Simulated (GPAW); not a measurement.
Ti:

```
Ti
1.0
     2.95000    0.00000    0.00000
    -1.47500    2.55477    0.00000
     0.00000    0.00000    4.68000
Ti
2
Direct
  0.66667 0.33333 0.75000
  0.33333 0.66667 0.25000
```

Base run:

* Program: GPAW 26.7.0
* Functional: r4SCAN
* Potentials or basis: GPAW PAW data sets (gpaw-data 1.2.1)
* Cutoff: 600 eV
* Basis: pw
* k mesh: 7 × 7 × 4
* Occupations: fermi-dirac, width 0.05 eV
* Spin: no spin polarisation

Its results: pressure -2.7 GPa.

Problem. The run is repeated on the same cell with these changes: functional from r4SCAN to PBE; potentials or basis from GPAW PAW data sets (gpaw-data 1.2.1) to PAW data sets generated in the run's folder for this functional. What comes out?

Solution. Pressure -2.0 GPa.

Caveats: the PAW data sets were made with another functional, which shifts forces and pressure a little (some runs).
